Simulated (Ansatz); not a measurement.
Computed with DFT PBE, scalar-relativistic, plane waves, PAW (Ansatz). All cells share a 420 eV cutoff and Γ-centred k meshes spaced at most about 0.3 Å⁻¹ (about 0.25 or finer for metals, 2π included). No spin polarisation.

All energies are static (0 K, no zero-point motion).

Two forms of Sb₇S were relaxed alike.

A.

```cif
data_structure
_symmetry_space_group_name_H-M 'R-3m:H'
_symmetry_Int_Tables_number 166
_cell_length_a 8.6963
_cell_length_b 8.6963
_cell_length_c 22.3187
_cell_angle_alpha 90.000
_cell_angle_beta 90.000
_cell_angle_gamma 120.000
_cell_volume 1461.73
loop_
_atom_site_label
_atom_site_type_symbol
_atom_site_symmetry_multiplicity
_atom_site_Wyckoff_symbol
_atom_site_fract_x
_atom_site_fract_y
_atom_site_fract_z
_atom_site_occupancy
Sb1 Sb 18 h 0.67112 0.83556 0.95083 1
Sb2 Sb 18 h 0.49843 0.50157 0.88101 1
Sb3 Sb 6 c 0.66667 0.33333 0.94990 1
S1 S 6 c 0.00000 0.00000 0.90190 1
```

B.

```cif
data_structure
_symmetry_space_group_name_H-M 'Pm-3m'
_symmetry_Int_Tables_number 221
_cell_length_a 6.1379
_cell_length_b 6.1379
_cell_length_c 6.1379
_cell_angle_alpha 90.000
_cell_angle_beta 90.000
_cell_angle_gamma 90.000
_cell_volume 231.23
loop_
_atom_site_label
_atom_site_type_symbol
_atom_site_symmetry_multiplicity
_atom_site_Wyckoff_symbol
_atom_site_fract_x
_atom_site_fract_y
_atom_site_fract_z
_atom_site_occupancy
Sb1 Sb 3 d 0.50000 0.00000 0.00000 1
Sb2 Sb 3 c 0.50000 0.00000 0.50000 1
Sb3 Sb 1 b 0.50000 0.50000 0.50000 1
S1 S 1 a 0.00000 0.00000 0.00000 1
```

**Question.** Which would you expect to be lower, and how large is the difference?

**Answer.** A is lower, by 50 meV/atom. A has space group R-3m (No. 166), 30.5 Å³/atom and no gap on its mesh; B has space group Pm-3m (No. 221), 28.9 Å³/atom and no gap. Counting Sb atoms around S (those within 1.25 times the shortest such distance or 1.15 times the sum of covalent radii, 1.27 where that leaves under three; the shortest distance is added where it exceeds 1.18 times the sum of covalent radii), A has S 3 and B has S 6 from 3.1 Å. A holds Sb–Sb nets (shortest 2.96 Å); in B the shortest Sb–Sb distance is 3.07 Å, near bonding range too. The lower one is the more open, so pressure narrows the difference. Even the lower one lies +0.05 eV/atom against the reference forms of the elements (uncorrected), so neither is stable at this level. Both come from invented guesses.

Spin–orbit coupling, which can matter for Sb, is left out. Cells relaxed within their symmetry can be saddle points.
